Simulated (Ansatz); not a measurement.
BaTiO3:

```
Ba Ti O
1.0
    -3.99980    0.00000    0.00000
     0.00000    0.00000   -4.01800
     0.00000   -7.99960    0.00000
Ba Ti O
2 2 6
Direct
  0.00144 0.02304 0.50759
  0.99856 0.97696 0.99241
  0.48033 0.56319 0.23580
  0.51967 0.47281 0.76420
  0.49380 0.96597 0.25815
  0.50620 0.00203 0.74185
  0.50761 0.49933 0.50744
  0.49239 0.47067 0.99256
  0.01522 0.48841 0.27113
  0.98478 0.48159 0.72887
```

- Program: Ansatz 0.2.0
- Task: relaxation of cell and atoms
- Functional: r2SCAN
- Potentials or basis: Ansatz PAW
- Cutoff: 500 eV (not typed: the program's choice for these potentials)
- k mesh: 7 × 7 × 4
- Occupations: fermi-dirac, width 0.05 eV
- Spin: no spin polarisation

At the start: volume 12.86 Å³/atom.

Q: Where does the relaxation end?

A: It ends after 8 steps and the volume is 13.01 Å³/atom (+1.2 %); space group Cmc2_1 (No. 36, to 0.05 Å).

The path:
| step | energy change (eV) | largest force (eV/Å) | volume (Å³) |
| --- | --- | --- | --- |
| 1 | 0.0000 | 6.8560 | 128.56 |
| 2 | -1.5012 | 2.5488 | 131.98 |
| 3 | -1.5295 | 0.0762 | 121.14 |
| 4 | -1.7074 | 0.4268 | 130.19 |
| 5 | -1.7941 | 0.1100 | 130.30 |
| 6 | -1.7971 | 0.0111 | 130.12 |
| 7 | -1.7972 | 0.0023 | 130.12 |
| 8 | -1.7979 | 0.0028 | 130.12 |

Final structure:
```
Ba Ti O
1.0
    -3.99663    0.00002    0.00352
     0.00354    0.00001   -3.99590
     0.00003   -8.14771    0.00001
Ba Ti O
2 2 6
Cartesian
  0.0098 -4.1159 0.0127
  -4.0028 -8.1897 -3.9603
  -1.9391 -2.1465 -2.0308
  -2.0539 -6.2203 -1.9168
  -2.0210 -2.0048 -3.9256
  -1.9721 -6.0786 -0.0220
  -1.9950 -3.9864 -1.9753
  -1.9980 -8.0602 -1.9724
  -0.0449 -2.0049 -1.9497
  -3.9482 -6.0788 -1.9980
```

Caveat: the plane-wave basis is chosen anew once the cell has moved, so the energies of steps on either side of that aren't comparable; the PAW data sets come from PBE, with cores solved anew for the run's functional, which leaves a small shift of forces and pressure.
